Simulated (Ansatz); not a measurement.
**PbSe: stress in a strained cell**

PbSe is deformed so: zz strain of -2 %. What stress and forces result, by LAPW, PAW and all-electron datasets made for the crystal?

Program: Ansatz 0.2.0. Level of theory: DFT PBEsol, scalar-relativistic. These are calculated values, not measurements.

**1. The system as given**

The structure is cubic, space group Fm-3m (No. 225). Conventional cell: a = 6.124 Å, b = 6.124 Å, c = 6.124 Å, α = 90.00°, β = 90.00°, γ = 90.00°. Pb (site symmetry m-3m) has 6 Se at 3.06 Å as nearest neighbours. Se (site symmetry m-3m) is surrounded by 6 Pb at 3.06 Å.

Structure file:

```
CELL_PARAMETERS angstrom
0.00000 3.06215 3.06215
3.06215 0.00000 3.06215
3.06215 3.06215 0.00000
ATOMIC_POSITIONS crystal
Pb 0.00000 0.00000 0.00000
Se 0.50000 0.50000 0.50000
```

Atoms are numbered in the order of the input: Pb1, Se2.

**2. The deformed structure**

Space group Fm-3m before, I4/mmm after.

**3. All-electron LAPW**

File input.yaml:

```yaml
crystal:
  lattice:
    - [0.0, 3.06215, 3.000907]
    - [3.06215, 0.0, 3.000907]
    - [3.06215, 3.06215, 0.0]
  atoms:
    - { symbol: Pb, position: [0.0, 0.0, 0.0] }
    - { symbol: Se, position: [0.5, 0.5, 0.5] }
kpoints:
  mp_grid: { grid: [9, 9, 9] }
  band_path:
    path:
      - [0.0, 0.0, 0.0]
      - [0.0, 0.5, 0.5]
      - [0.25, 0.75, 0.5]
      - [0.0, 0.5, 0.0]
      - [0.0, 0.0, 0.0]
      - [0.5, 0.5, 0.0]
      - [0.3801541025, 0.6198458975, 0.0]
      - [-0.3801541025, 0.3801541025, 0.0]
      - [0.0, 0.0, 0.0]
    npoints: 5
scf:
  occupations: { method: fermi_dirac, width: 0.01 }
hamiltonian:
  xc: pbesol
  pseudopotentials: { kind: all_electron, lapw: { basis_error: 0.00025 } }
output:
  forces: true
  stress: true
  eigenvalues: true
```

Command:

```bash
$ ansatz run input.yaml --threads 1 --pin off --max-ram 3072MiB --backend cpu --events-out ev --progress --plain --runs-dir out
```

**4. PAW on the default files**

File input.yaml:

```yaml
crystal:
  lattice:
    - [0.0, 3.06215, 3.000907]
    - [3.06215, 0.0, 3.000907]
    - [3.06215, 3.06215, 0.0]
  atoms:
    - { symbol: Pb, position: [0.0, 0.0, 0.0] }
    - { symbol: Se, position: [0.5, 0.5, 0.5] }
kpoints:
  mp_grid: { grid: [9, 9, 9] }
scf:
  occupations: { method: fermi_dirac, width: 0.01 }
hamiltonian:
  xc: pbesol
  pseudopotentials: { kind: paw }
output:
  forces: true
  stress: true
  eigenvalues: true
  efg: { contact_densities: true }
```

**5. Datasets made for this crystal**

Changes to input.yaml since step 4:

```diff
@@ -14,3 +14,3 @@
   xc: pbesol
-  pseudopotentials: { kind: paw }
+  pseudopotentials: { kind: all_electron, datasets: crystal }
 output:
```

(Steps that only read results are left out.)

Before running it: what results should come out? Wanted: pressure; largest shear or deviatoric stress.

As calculated:

| quantity | value |
| --- | --- |
| pressure | LAPW 0.56, PAW 0.56, crystal datasets 0.56 GPa |
| largest shear or deviatoric stress (LAPW) | 1.84 GPa |

What this shows: The largest part of the stress beyond the pressure is 1.84 GPa in size, in the zz component; the atoms are carried along and not relaxed. No run of the undeformed cell stands beside it, so the pressure holds what the given cell had before the change. PAW: stress within 0.01 GPa of LAPW. Crystal datasets: stress within 0.01 GPa of LAPW. Spin-orbit coupling is left out, though the cell holds Pb; in elements this heavy it can shift bands and gaps by tenths of an eV.

These are semilocal Kohn-Sham gaps, which aren't the measured quantity. Such gaps usually fall short of the measured ones; spin-orbit coupling, left out here, narrows gaps with Pb, so the two errors partly cancel.
